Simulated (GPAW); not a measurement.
# MnO in GPAW: the effect of Hubbard term

Crystal: MnO.

```
Mn O
1.0
     0.00000    2.22200    2.22200
     2.22200    0.00000    2.22200
     2.22200    2.22200    0.00000
Mn O
1 1
Direct
  0.00000 0.00000 0.00000
  0.50000 0.50000 0.50000
```

Alike in all runs:

- Program: GPAW 26.7.0
- Task: single point
- Functional: r2SCAN
- Potentials or basis: GPAW PAW data sets (gpaw-data 1.2.1)
- Cutoff: 800 eV
- Basis: pw
- k mesh: 7 × 7 × 7
- Occupations: fermi-dirac, width 0.05 eV
- Spin: collinear spin, ferromagnetic start
- Starting moments: [4.0, 0.0] μB
- Maxiter: 150

Task: One run gave: gap on the mesh none; pressure 3.8 GPa. Which Hubbard term did it use?
A. none
B. Mn d U = 6 eV
C. Mn d U = 3 eV
D. Mn d U = 2 eV
E. Mn d U = 4 eV

Result: A.

```tsv
Hubbard term	gap on the mesh (eV)	pressure (GPa)
none	none	3.8
Mn d U = 2 eV	0.45	5.4
Mn d U = 3 eV	0.72	6.2
Mn d U = 4 eV	0.97	6.9
Mn d U = 5 eV	1.20	7.5
Mn d U = 6 eV	1.40	8.1
Mn d U = 8 eV	1.76	9.2
```

Caveats: the PAW data sets were made with another functional, which shifts forces and pressure a little; a cell with one magnetic atom can't hold antiferromagnetic order, which such compounds often take; an odd mesh through Γ misses points on the zone boundary, where band edges often lie (some runs); semilocal functionals often make such compounds metallic where correlation or magnetic order opens a gap, which also shifts bond lengths (some runs).

A gap of «none» marks a metal or a gap under the smearing width.
